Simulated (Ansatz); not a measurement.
# NaI: the band gap up the ladder of functionals

The task here is to estimate one member of a computed series from the others.

Program: Ansatz 0.2.0. PAW datasets, plane waves. Computed at 0 K without zero-point motion; spin polarisation is off.

**The cell**

The cell was relaxed beforehand with r2SCAN.

It is cubic, Fm-3m (No. 225); conventional cell a = 6.459 Å, 33.69 Å³ an atom. Near Na stand 6 I at 3.23 Å; near I stand 6 Na at 3.23 Å.

The structure in full:

Space group Fm-3m (No. 225). a = 6.459 Å, b = 6.459 Å, c = 6.459 Å, α = 90.00°, β = 90.00°, γ = 90.00°
```
atom  site  symmetry       x       y       z
  Na    4a      m-3m  0.0000  0.0000  0.0000
   I    4b      m-3m  0.5000  0.0000  0.0000
```

The first run:

input.yaml

```yaml
crystal:
  lattice:
    - [0.0, 3.2296266398, 3.2296266398]
    - [3.2296266398, 0.0, 3.2296266398]
    - [3.2296266398, 3.2296266398, 0.0]
  atoms:
    - { symbol: Na, position: [0.0, 0.0, 0.0] }
    - { symbol: I, position: [0.5, 0.5, 0.5] }
kpoints:
  mp_grid: { grid: [8, 8, 8] }
  band_path:
    path:
      - [[0.0, 0.0, 0.0], [0.5, -1.577663983885e-34, 0.5], [0.625, 0.25, 0.625]]
      - [[0.375, 0.375, 0.75], [0.0, 0.0, 0.0], [0.5, 0.5, 0.5], [0.5, 0.25, 0.75], [0.5, -1.577663983885e-34, 0.5]]
    npoints: 10
hamiltonian:
  xc: pbe
scf:
  occupations: { method: fermi_dirac, width: 0.02 }
  n_extra_bands: 4
output:
  forces: true
  stress: true
  eigenvalues: true
  write_density: true
  write_potential: true
  elf: true
  volumetric_format: npy
```

Run with:

```bash
ansatz run input.yaml --threads 2 --pin off --max-ram 2211MiB --backend cpu --events-out ev --progress --plain --runs-dir out
```

Among the steps run: PBE band path; r2SCAN; HSE06; PBE+SOC at the same geometry; Single point with PBE0; LDA; One-shot GW from PBE; Single point with DDH-PBE0; HSE06+SOC; Hartree-Fock; r2SCANh at the same geometry.

One table of the session follows, with a row left open; its other results are not shown here.

| level | gap (eV) |
| --- | --- |
| PBE | 3.66 |
| r2SCAN | 4.45 |
| HSE06 | 4.69 |
| PBE+SOC | 3.32 |
| PBE0 | 5.36 |
| LDA | ? |
| G0W0@PBE (201 empty bands) | 5.61 |
| G0W0@PBE (499 empty bands) | 5.68 |
| DDH-PBE0 | 5.68 |
| HSE06+SOC | 4.33 |
| Hartree-Fock | 10.85 |
| r2SCANh | 4.99 |

**Question.** Estimate the row for LDA.

The run gave: gap (eV): 3.35. In the column «gap (eV)» it lies between PBE+SOC (3.32) and PBE (3.66).

Meshes: PBE 8×8×8, r2SCAN 8×8×8, HSE06 6×6×6, PBE+SOC 8×8×8, PBE0 6×6×6, LDA 8×8×8, DDH-PBE0 6×6×6, HSE06+SOC 4×4×4, Hartree-Fock 6×6×6, r2SCANh 6×6×6

PBE reaches 64 % of the G0W0@PBE value, and r2SCAN 78 %. PBE0 lies 0.67 eV above HSE06, which differs from it by screening the long-range exchange. Hartree-Fock lies above G0W0@PBE by 5.2 eV. G0W0 values are finite-basis, finite-mesh values.

Caveats from the session: Warnings in the runs' records: stress scf threshold loose, stress exchange threshold loose.
